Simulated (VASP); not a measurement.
Write the native input for VASP 6.6.1 that does the following.

* Task: single point
* Functional: PBE
* Potentials or basis: VASP PAW PBE potentials, release 64 (Ge_d)
* Cutoff: 520 eV
* k mesh: 3 × 3 × 3
* Occupations: gaussian, width 0.1 eV
* Spin: no spin polarisation
* Dipole correction: no
* Further INCAR settings: ALGO = Fast; EDIFF = 1e-07; NBANDS = 96

The structure of Ge lies in POSCAR:

```
Ge
1.0
    3.6674672385      2.1174131974      6.7177435199
   -3.6674672385      2.1174131974      6.7177435199
    0.0000000000     -4.2348263947      6.7177435200
Ge
12
Direct
    0.0222497677      0.6419936696      0.0222497677
    0.0222497677      0.0222497677      0.6419936696
    0.6419936696      0.0222497677      0.0222497677
    0.9777502323      0.3580063304      0.9777502323
    0.3580063304      0.9777502323      0.9777502323
    0.9777502323      0.9777502323      0.3580063304
    0.2366320902      0.6176245733      0.2366320902
    0.2366320902      0.2366320902      0.6176245733
    0.6176245733      0.2366320902      0.2366320902
    0.7633679098      0.3823754267      0.7633679098
    0.3823754267      0.7633679098      0.7633679098
    0.7633679098      0.7633679098      0.3823754267
```

The cell was built by a generator and needn't be a form met in nature.

One way to write it, as run:

INCAR

```
PREC = Accurate ; ENCUT = 520
EDIFF = 1E-7 ; ISMEAR = 0
SIGMA = 0.1 ; LREAL = False
LASPH = True ; NELM = 100
ALGO = Fast ; ISIF = 2
LWAVE = False ; LCHARG = False
GGA = PE ; NBANDS = 96
```

KPOINTS

```
Automatic mesh
0
Gamma
  3 3 3
```

Potentials or basis: VASP PAW PBE potentials, release 64 (Ge_d).

Command:

```bash
$ cat potpaw_PBE.64/Ge_d/POTCAR > POTCAR
$ mpirun -np 1 vasp_std > vasp.out
```

It gave:

```
Pressure               : 0.0 GPa
Largest force          : 0.022 eV/Å
Band gap on the k mesh : none (metal or under the smearing width)
```

Run time: 6.4 min on 1 thread of Intel(R) Xeon(R) Platinum 8488C (Sapphire Rapids), with other jobs on the host, peak memory 0.51 GiB.
